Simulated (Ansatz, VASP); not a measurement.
## Two plane-wave programs on Os

```
Os
1.0
     0.00000    1.94500    1.94500
     1.99362    0.00000    1.94500
     1.99362    1.94500    0.00000
Os
1
Direct
  0.00000 0.00000 0.00000
```

Change from the starting cell: strain +0.0250 x Voigt [1, 0, 0, 0, 0, 0], atoms carried along.

Alike in both runs: task single point; functional PBEsol; k mesh 20 × 20 × 20; occupations gaussian, width 0.15 eV; no spin polarisation.

|  | VASP | Ansatz |
| --- | --- | --- |
| version | VASP 6.6.1 | Ansatz 0.2.0 |
| potentials or method | VASP PAW PBE potentials, release 64 (Os) | scalar-relativistic, plane waves, PAW |
| plane-wave cutoff (eV) | 520 | 420 |
| valence electrons in the cell | 8 | 16 |

VASP gave:

| Quantity | Value |
| --- | --- |
| gap on the k mesh at the Fermi level (eV) | none |
| pressure (GPa) | -27.7 |
| largest component of the traceless stress (GPa) | 4.45 |

Task: Estimate Ansatz's values.

Result: gap on the k mesh at the Fermi level (eV): none; pressure (GPa): -27.5; largest component of the traceless stress (GPa): 4.46.

A gap of «none» marks a metal or a gap that the smearing closes. The two sets of potentials don't hold the same shells in valence.

Caveats: so large a pressure means that the cell lies far from this level's equilibrium, or that cutoff or potentials fall short (VASP); the potentials were made for another functional, which shifts forces and pressure (VASP). The runs have no spin-orbit coupling, so splittings on Os are missing.
